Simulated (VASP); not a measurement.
Here is a VASP 6.6.1 calculation.

INCAR

```
PREC     = Accurate       # precision mode
ENCUT    = 900            # plane-wave cutoff, eV
EDIFF    = 1E-8           # SCF threshold, eV
ISMEAR   = 0              # smearing method
SIGMA    = 0.02           # smearing width, eV
LREAL    = F              # projectors in reciprocal space
LASPH    = T              # aspherical terms in the spheres
NELM     = 100            # most SCF steps
ALGO     = Normal         # electronic algorithm
ISIF     = 2              # what is computed and relaxed
LWAVE    = F              # write WAVECAR
LCHARG   = F              # write CHGCAR
METAGGA  = R2SCAN         # meta-GGA
LMIXTAU  = T            
NBANDS   = 10             # bands
ADDGRID  = F
```

File KPOINTS:

```
Automatic mesh
0
Gamma
  11 11 16
```

The input POSCAR:

```
I
1.0
    2.5383465792     -3.7066249365      0.0000000000
    2.5383465792      3.7066249365      0.0000000000
   -1.6208748370      0.0000000000      2.3810977968
I
1
Direct
    0.5000000000      0.5000000000      0.5000000000
```

Potentials or basis: VASP PAW PBE potentials, release 64 (I).

Command:

```bash
$ cat potpaw_PBE.64/I/POTCAR > POTCAR
$ mpirun -np 1 vasp_std > vasp.out
```

Task: Predict the pressure.

Result: 0.6 GPa.

Task: What does it give for the band gap on the k mesh?

Result: None (metal or under the smearing width).

Stress tensor (GPa, compression positive):
```
 0.38  0.00 -1.06
 0.00  0.17  0.00
-1.06  0.00  1.16
```

Caveat: the PAW data sets were made with another functional, which shifts forces and pressure a little; an odd number of electrons without spin polarisation forces a metal; a magnetic or distorted state may lie lower. Spin-orbit coupling is left out, which matters for the levels of I.
